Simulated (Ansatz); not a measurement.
**CoO under changes of volume**

One of the cells (9.578 Å³/atom); the others are scaled copies at fixed shape and fractional positions:

```
CELL_PARAMETERS angstrom
1.50547 0.86918 2.43993
-1.50547 0.86918 2.43993
0.00000 -1.73837 2.43993
ATOMIC_POSITIONS crystal
Co 0.00000 0.00000 0.00000
O 0.50000 0.50000 0.50000
```

The cell is a database's computed one.

- Program: Ansatz 0.2.0
- Functional: LDA
- Potentials or basis: Ansatz PAW
- Cutoff: 420 eV (not typed: the program's choice for these potentials)
- k mesh: 11 × 11 × 11
- Occupations: fermi-dirac, width 0.05 eV
- Spin: collinear spin, ferromagnetic start
- Starting moments: [2.0, 0.0] μB

| volume (Å³/atom) | energy over the lowest point (meV/atom) | pressure (GPa) | moment (μB per cell) |
| --- | --- | --- | --- |
| 9.003 | 0.00 | -10.8 | 2.48 |
| 9.195 | 13.64 | -12.4 | 2.70 |
| 9.387 | 29.65 | -15.1 | 2.80 |
| 9.578 | 49.36 | -17.8 | 2.85 |
| 9.770 | ? | ? | ? |
| 9.961 | 97.90 | -22.5 | 2.95 |
| 10.153 | 126.06 | -24.7 | 2.98 |

Question: What does the run at 9.770 Å³/atom give?

Answer: Energy over the lowest point 72.24 meV/atom; pressure -20.3 GPa; moment 2.91 μB per cell.

Worked out: A Birch-Murnaghan fit of order 3 (a polynomial in V^(-2/3)) to the other rows has no minimum within the range. It gives 72.19 meV/atom at 9.770 Å³/atom, against the run's 72.24, and -dE/dV = -20.2 GPa, against -20.3. A parabola through the other rows of the moment, of slope 0.235 μB per Å³/atom there, gives 2.94 μB, against the run's 2.91.

Energies are extrapolated to zero smearing.

Caveats: a cell with one magnetic atom can't hold antiferromagnetic order, which such compounds often take; the PAW data sets come from PBE, with cores solved anew for the run's functional, which leaves a small shift of forces and pressure.
